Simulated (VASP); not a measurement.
# Ni (Fm-3m) in VASP: settings compared, part 2 of 2

VASP 6.6.1. The steps go on from the part before.

### 4 Band structure, LDA, collinear spin, ferromagnetic start

The input, INCAR:

```
ALGO     = Normal         # electronic algorithm
AMIX     = 0.2          
AMIX_MAG = 0.8          
BMIX     = 1E-4         
BMIX_MAG = 1E-4         
EDIFF    = 1E-7           # SCF threshold, eV
ENCUT    = 520            # plane-wave cutoff, eV
GGA      = CA             # functional
ISIF     = 2              # what is computed and relaxed
ISMEAR   = 1              # smearing method
ISPIN    = 2              # spin polarisation
LASPH    = True           # aspherical terms in the spheres
LCHARG   = False          # write CHGCAR
LMAXMIX  = 4              # l up to which the mixer works
LORBIT   = 11             # projections on sites
LREAL    = False          # projectors in reciprocal space
LWAVE    = False          # write WAVECAR
MAGMOM   = 2              # initial moments
NBANDS   = 15             # bands
NELM     = 150            # most SCF steps
PREC     = Accurate       # precision mode
SIGMA    = 0.1            # smearing width, eV
```

The input, KPOINTS:

```
k-points
0
Gamma
  18 18 18
```

The input, POSCAR:

```
Ni                                      
1.0
    0.0000000000      1.7582122178      1.7582122178
    1.7582122178      0.0000000000      1.7582122178
    1.7582122178      1.7582122178      0.0000000000
  Ni            
     1
Direct
     0.0000000000000000    0.0000000000000000    0.0000000000000000
```

The input, KPOINTS_OPT:

```
explicit points
106
Reciprocal
 0.0000000000  0.0000000000  0.0000000000 1
 0.0555555556  0.0000000000  0.0555555556 1
 0.1111111111  0.0000000000  0.1111111111 1
 0.1666666667  0.0000000000  0.1666666667 1
 0.2222222222  0.0000000000  0.2222222222 1
 0.2777777778  0.0000000000  0.2777777778 1
 0.3333333333  0.0000000000  0.3333333333 1
 0.3888888889  0.0000000000  0.3888888889 1
 0.4444444444  0.0000000000  0.4444444444 1
 0.5000000000  0.0000000000  0.5000000000 1
 0.5000000000  0.0000000000  0.5000000000 1
 0.5000000000  0.0277777778  0.5277777778 1
 0.5000000000  0.0555555556  0.5555555556 1
 0.5000000000  0.0833333333  0.5833333333 1
 0.5000000000  0.1111111111  0.6111111111 1
 0.5000000000  0.1388888889  0.6388888889 1
 0.5000000000  0.1666666667  0.6666666667 1
 0.5000000000  0.1944444444  0.6944444444 1
 0.5000000000  0.2222222222  0.7222222222 1
 0.5000000000  0.2500000000  0.7500000000 1
 0.5000000000  0.2500000000  0.7500000000 1
 0.4861111111  0.2638888889  0.7500000000 1
 0.4722222222  0.2777777778  0.7500000000 1
 0.4583333333  0.2916666667  0.7500000000 1
 0.4444444444  0.3055555556  0.7500000000 1
 0.4305555556  0.3194444444  0.7500000000 1
 0.4166666667  0.3333333333  0.7500000000 1
 0.4027777778  0.3472222222  0.7500000000 1
 0.3888888889  0.3611111111  0.7500000000 1
 0.3750000000  0.3750000000  0.7500000000 1
 0.3750000000  0.3750000000  0.7500000000 1
 0.3333333333  0.3333333333  0.6666666667 1
 0.2916666667  0.2916666667  0.5833333333 1
 0.2500000000  0.2500000000  0.5000000000 1
 0.2083333333  0.2083333333  0.4166666667 1
 0.1666666667  0.1666666667  0.3333333333 1
 0.1250000000  0.1250000000  0.2500000000 1
 0.0833333333  0.0833333333  0.1666666667 1
 0.0416666667  0.0416666667  0.0833333333 1
 0.0000000000  0.0000000000  0.0000000000 1
 0.0000000000  0.0000000000  0.0000000000 1
 0.0555555556  0.0555555556  0.0555555556 1
 0.1111111111  0.1111111111  0.1111111111 1
 0.1666666667  0.1666666667  0.1666666667 1
 0.2222222222  0.2222222222  0.2222222222 1
 0.2777777778  0.2777777778  0.2777777778 1
 0.3333333333  0.3333333333  0.3333333333 1
 0.3888888889  0.3888888889  0.3888888889 1
 0.4444444444  0.4444444444  0.4444444444 1
 0.5000000000  0.5000000000  0.5000000000 1
 0.5000000000  0.5000000000  0.5000000000 1
 0.5138888889  0.4722222222  0.5138888889 1
 0.5277777778  0.4444444444  0.5277777778 1
 0.5416666667  0.4166666667  0.5416666667 1
 0.5555555556  0.3888888889  0.5555555556 1
 0.5694444444  0.3611111111  0.5694444444 1
 0.5833333333  0.3333333333  0.5833333333 1
 0.5972222222  0.3055555556  0.5972222222 1
 0.6111111111  0.2777777778  0.6111111111 1
 0.6250000000  0.2500000000  0.6250000000 1
 0.6250000000  0.2500000000  0.6250000000 1
 0.6111111111  0.2500000000  0.6388888889 1
 0.5972222222  0.2500000000  0.6527777778 1
 0.5833333333  0.2500000000  0.6666666667 1
 0.5694444444  0.2500000000  0.6805555556 1
 0.5555555556  0.2500000000  0.6944444444 1
 0.5416666667  0.2500000000  0.7083333333 1
 0.5277777778  0.2500000000  0.7222222222 1
 0.5138888889  0.2500000000  0.7361111111 1
 0.5000000000  0.2500000000  0.7500000000 1
 0.5000000000  0.2500000000  0.7500000000 1
 0.5000000000  0.2777777778  0.7222222222 1
 0.5000000000  0.3055555556  0.6944444444 1
 0.5000000000  0.3333333333  0.6666666667 1
 0.5000000000  0.3611111111  0.6388888889 1
 0.5000000000  0.3888888889  0.6111111111 1
 0.5000000000  0.4166666667  0.5833333333 1
 0.5000000000  0.4444444444  0.5555555556 1
 0.5000000000  0.4722222222  0.5277777778 1
 0.5000000000  0.5000000000  0.5000000000 1
 0.5000000000  0.5000000000  0.5000000000 1
 0.4861111111  0.4861111111  0.5277777778 1
 0.4722222222  0.4722222222  0.5555555556 1
 0.4583333333  0.4583333333  0.5833333333 1
 0.4444444444  0.4444444444  0.6111111111 1
 0.4305555556  0.4305555556  0.6388888889 1
 0.4166666667  0.4166666667  0.6666666667 1
 0.4027777778  0.4027777778  0.6944444444 1
 0.3888888889  0.3888888889  0.7222222222 1
 0.3750000000  0.3750000000  0.7500000000 1
 0.6250000000  0.2500000000  0.6250000000 1
 0.6111111111  0.2222222222  0.6111111111 1
 0.5972222222  0.1944444444  0.5972222222 1
 0.5833333333  0.1666666667  0.5833333333 1
 0.5694444444  0.1388888889  0.5694444444 1
 0.5555555556  0.1111111111  0.5555555556 1
 0.5416666667  0.0833333333  0.5416666667 1
 0.5277777778  0.0555555556  0.5277777778 1
 0.5138888889  0.0277777778  0.5138888889 1
 0.5000000000  0.0000000000  0.5000000000 1
 0.0000000000  0.0000000000  0.0000000000 1
 0.3750000000  0.3750000000  0.7500000000 1
 0.5000000000  0.5000000000  0.5000000000 1
 0.6250000000  0.2500000000  0.6250000000 1
 0.5000000000  0.2500000000  0.7500000000 1
 0.5000000000  0.0000000000  0.5000000000 1
```

Potentials or basis: VASP PAW LDA potentials, release 64 (Ni).

Command:

```bash
> cat potpaw_LDA.64/Ni/POTCAR > POTCAR
> mpirun -np 1 vasp_std > vasp.out
```

Wall time 49 s (1 thread of Intel Xeon Platinum 8488C (Sapphire Rapids), shared host); peak memory 0.19 GiB.

The run converged. Its results:

```
Free energy                                           : -6.5325 eV
Pressure                                              : -16.8 GPa
Band gap along the path                               : none (metal or under the smearing width)
Net moment                                            : 0.61 μB per cell
Site moments                                          : Ni +0.61 μB
Valence electrons inside the program's atomic spheres : Ni 9.32
```

Levels at the corners of the path, in eV from the Fermi level:
Spin up:
| point | band 3 | band 4 | band 5 | band 6 | band 7 | band 8 |
| --- | --- | --- | --- | --- | --- | --- |
| Γ | -2.35 | -2.35 | -1.20 | -1.20 | 23.79 | 27.55 |
| X | -0.48 | -0.36 | -0.36 | 2.46 | 9.29 | 14.78 |
| X | -0.48 | -0.36 | -0.36 | 2.46 | 9.29 | 14.78 |
| W | -3.00 | -1.26 | -0.36 | 7.76 | 7.76 | 10.06 |
| W | -3.00 | -1.26 | -0.36 | 7.76 | 7.76 | 10.06 |
| K | -2.04 | -1.03 | -0.62 | 5.76 | 7.33 | 9.98 |
| K | -2.04 | -1.03 | -0.62 | 5.76 | 7.33 | 9.98 |
| Γ | -2.35 | -2.35 | -1.20 | -1.20 | 23.79 | 27.55 |
| Γ | -2.35 | -2.35 | -1.20 | -1.20 | 23.79 | 27.55 |
| L | -2.35 | -0.51 | -0.51 | -0.25 | 5.72 | 22.32 |
| L | -2.35 | -0.51 | -0.51 | -0.25 | 5.72 | 22.32 |
| U | -2.04 | -1.03 | -0.62 | 5.76 | 7.33 | 9.98 |
| U | -2.04 | -1.03 | -0.62 | 5.76 | 7.33 | 9.98 |
| W | -3.00 | -1.26 | -0.36 | 7.76 | 7.76 | 10.06 |
| W | -3.00 | -1.26 | -0.36 | 7.76 | 7.76 | 10.06 |
| L | -2.35 | -0.51 | -0.51 | -0.25 | 5.72 | 22.32 |
| L | -2.35 | -0.51 | -0.51 | -0.25 | 5.72 | 22.32 |
| K | -2.04 | -1.03 | -0.62 | 5.76 | 7.33 | 9.98 |
| U | -2.04 | -1.03 | -0.62 | 5.76 | 7.33 | 9.98 |
| X | -0.48 | -0.36 | -0.36 | 2.46 | 9.29 | 14.78 |
Spin down:
| point | band 1 | band 2 | band 3 | band 4 | band 5 | band 6 | band 7 | band 8 |
| --- | --- | --- | --- | --- | --- | --- | --- | --- |
| Γ | -8.95 | -1.73 | -1.73 | -1.73 | -0.63 | -0.63 | 23.78 | 27.60 |
| X | -4.25 | -3.62 | 0.11 | 0.34 | 0.34 | 2.50 | 9.56 | 14.85 |
| X | -4.25 | -3.62 | 0.11 | 0.34 | 0.34 | 2.50 | 9.56 | 14.85 |
| W | -3.33 | -2.49 | -2.49 | -0.72 | 0.34 | 7.97 | 7.97 | 10.28 |
| W | -3.33 | -2.49 | -2.49 | -0.72 | 0.34 | 7.97 | 7.97 | 10.28 |
| K | -3.51 | -3.19 | -1.51 | -0.48 | 0.07 | 5.99 | 7.54 | 10.20 |
| K | -3.51 | -3.19 | -1.51 | -0.48 | 0.07 | 5.99 | 7.54 | 10.20 |
| Γ | -8.95 | -1.73 | -1.73 | -1.73 | -0.63 | -0.63 | 23.78 | 27.60 |
| Γ | -8.95 | -1.73 | -1.73 | -1.73 | -0.63 | -0.63 | 23.78 | 27.60 |
| L | -4.41 | -1.80 | -1.80 | -0.22 | 0.14 | 0.14 | 6.10 | 22.29 |
| L | -4.41 | -1.80 | -1.80 | -0.22 | 0.14 | 0.14 | 6.10 | 22.29 |
| U | -3.51 | -3.19 | -1.51 | -0.48 | 0.07 | 5.99 | 7.54 | 10.20 |
| U | -3.51 | -3.19 | -1.51 | -0.48 | 0.07 | 5.99 | 7.54 | 10.20 |
| W | -3.33 | -2.49 | -2.49 | -0.72 | 0.34 | 7.97 | 7.97 | 10.28 |
| W | -3.33 | -2.49 | -2.49 | -0.72 | 0.34 | 7.97 | 7.97 | 10.28 |
| L | -4.41 | -1.80 | -1.80 | -0.22 | 0.14 | 0.14 | 6.10 | 22.29 |
| L | -4.41 | -1.80 | -1.80 | -0.22 | 0.14 | 0.14 | 6.10 | 22.29 |
| K | -3.51 | -3.19 | -1.51 | -0.48 | 0.07 | 5.99 | 7.54 | 10.20 |
| U | -3.51 | -3.19 | -1.51 | -0.48 | 0.07 | 5.99 | 7.54 | 10.20 |
| X | -4.25 | -3.62 | 0.11 | 0.34 | 0.34 | 2.50 | 9.56 | 14.85 |

Caveat: so large a pressure means that the cell lies far from this level's equilibrium, or that cutoff or potentials fall short.

### 5 Overview

| level | potentials or basis | pressure (GPa) | moment (μB) |
| --- | --- | --- | --- |
| PBE | VASP PAW PBE potentials, release 64 (Ni) | 0.1 | 0.62 |
| r2SCAN | VASP PAW PBE potentials, release 64 (Ni) | -6.2 | 0.75 |
| LDA | VASP PAW LDA potentials, release 64 (Ni) | -16.8 | 0.61 |

Alike in all rows: task band structure; spin collinear, ferromagnetic start; cell as given; k mesh 18 × 18 × 18; cutoff (eV) 520; smearing methfessel-paxton 0.1 eV.

Caveats: the PAW data sets were made with another functional, which shifts forces and pressure a little (some runs); so large a pressure means that the cell lies far from this level's equilibrium, or that cutoff or potentials fall short (some runs).

Total energies depend on the potentials used, so only differences within one code and one set of settings carry meaning.
